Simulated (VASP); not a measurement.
A run of VASP 6.6.1 is set up as follows.

POSCAR

```
As
1.0
    1.8807968987      1.0858785957      3.5140619945
   -1.8807968987      1.0858785957      3.5140619945
    0.0000000000     -2.1717571915      3.5140619945
As
2
Direct
    0.2260000000      0.2260000000      0.2260000000
    0.7740000000      0.7740000000      0.7740000000
```

File INCAR.step1:

```
SYSTEM = As
ALGO = Fast ; EDIFF = 1E-8
EDIFFG = -0.002 ; ENCUT = 600
GGA = PE ; IBRION = 2
ISIF = 3 ; ISMEAR = 0
LASPH = .True. ; LCHARG = .False.
LREAL = .False. ; LWAVE = .False.
NELM = 100 ; NSW = 40
PREC = Accurate ; SIGMA = 0.02
```

The input INCAR.step2:

```
SYSTEM = As
ALGO = Fast ; EDIFF = 1E-8
ENCUT = 600 ; GGA = PE
IBRION = 6 ; ISIF = 2
ISMEAR = 0 ; LASPH = .True.
LCHARG = .False. ; LREAL = .False.
LWAVE = .False. ; NELM = 100
NFREE = 2 ; NSW = 1
POTIM = 0.015 ; PREC = Accurate
SIGMA = 0.02
```

File KPOINTS:

```
k-points
0
Gamma
  7 7 7
  0 0 0
```

Potentials or basis: VASP PAW PBE potentials, release 64 (As).

Command:

```bash
$ cat potpaw_PBE.64/As/POTCAR > POTCAR
$ cp INCAR.step1 INCAR
$ mpirun -np 1 vasp_std > vasp.out
$ cp CONTCAR POSCAR
$ cp INCAR.step2 INCAR
$ mpirun -np 1 vasp_std > vasp.out
```

Problem. What does it give for the highest phonon frequency at Γ?

Solution. 251 cm⁻¹.

Problem. What does it give for the relaxed volume?

Solution. 22.69 Å³/atom.

Problem. Predict the relaxed cell.

Solution. a = 4.230 Å, b = 4.230 Å, c = 4.230 Å, α = 53.50°, β = 53.50°, γ = 53.50°.

Final structure:
```
As
1.0
     1.90403    1.09929    3.61378
    -1.90403    1.09929    3.61378
     0.00000   -2.19859    3.61378
As
2
Direct
  0.22627 0.22627 0.22627
  0.77373 0.77373 0.77373
```
